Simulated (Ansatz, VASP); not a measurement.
Given: the input of a run of Ansatz 0.2.0 on Al.

input.yaml

```yaml
crystal:
  lattice:
    - [0.0, 2.024805, 2.024805]
    - [2.024805, 0.0, 2.024805]
    - [2.024805, 2.024805, 0.0]
  atoms:
    - { symbol: Al, position: [0.0, 0.0, 0.0] }
hamiltonian:
  xc: pbe
  pseudopotentials: { kind: paw }
kpoints:
  mp_grid: { grid: [11, 11, 11] }
scf:
  occupations: { method: gaussian, width: 0.026 }
output:
  forces: true
  stress: true
  eigenvalues: true
```

Potentials or basis: Ansatz PAW.

Command:

```console
$ ansatz run input.yaml --threads 2 --pin off --max-ram 5632MiB --backend cpu --events-out ev --progress --plain --runs-dir out
```

Task: Set up the same calculation for VASP 6.6.1. Potentials there: VASP PAW PBE potentials, release 64 (Al).

Result: As run (the cutoff follows the program's own potentials):

The input INCAR:

```
SYSTEM = Al
ALGO = Normal
EDIFF = 1E-6
ENCUT = 520
GGA = PE
ISIF = 2
ISMEAR = 0
LASPH = .True.
LCHARG = .False.
LREAL = .False.
LWAVE = .False.
NELM = 60
PREC = Accurate
SIGMA = 0.026000000000000002
```

File KPOINTS:

```
k-points
0
Gamma
  11 11 11
  0 0 0
```

The input POSCAR:

```
Al
1.0
    0.0000000000      2.0248050000      2.0248050000
    2.0248050000      0.0000000000      2.0248050000
    2.0248050000      2.0248050000      0.0000000000
Al
1
Direct
    0.0000000000      0.0000000000      0.0000000000
```

Potentials or basis: VASP PAW PBE potentials, release 64 (Al).

Launch:

```bash
$ cat potpaw_PBE.64/Al/POTCAR > POTCAR
$ mpirun -np 1 vasp_std > vasp.out
```

Both were run:

|  | VASP | Ansatz | Ansatz less VASP |
| --- | --- | --- | --- |
| gap on the k mesh at the Fermi level (eV) | none | none | - |
| pressure (GPa) | -0.5 | -0.5 | +0.04 |

A gap of «none» marks a metal or a gap that the smearing closes.
